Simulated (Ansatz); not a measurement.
WSe2 (P-6m2) from a database of computed structures was relaxed with 3 functionals in the plane-wave code Ansatz, cell and atoms free, the symmetry of the start kept (meshes: PBE-D3(BJ) 12×12×2, r2SCAN+rVV10 12×12×4, PBE-D4 12×12×4). Spin-unpolarised throughout; all numbers are computed.

The r2SCAN+rVV10 result:
```
W Se
1.0
     3.29721    0.00000    0.00000
    -1.64861    2.85547    0.00000
     0.00000    0.00000    7.18427
W Se
1 2
Direct
  0.00000 0.00000 0.00000
  0.33333 0.66667 0.23192
  0.33333 0.66667 0.76808
```

Space group P-6m2 (No. 187), hexagonal; conventional cell a = 3.297 Å, c = 7.184 Å, 22.55 Å³ an atom. W has 6 Se at 2.53 Å; Se has 3 W at 2.53 Å.

**Question.** How does the cell change with PBE-D4?

**Answer.** a = 3.278 Å, c = 7.032 Å; the volume differs by -3.2 % from r2SCAN+rVV10's. W has 6 Se at 2.53 Å; Se has 3 W at 2.53 Å.

**Question.** How does the cell change with PBE-D3(BJ)?

**Answer.** a = 3.278 Å, c = 7.057 Å; the volume differs by -2.9 % from r2SCAN+rVV10's. Around W lie 6 Se at 2.53 Å; around Se lie 3 W at 2.53 Å.
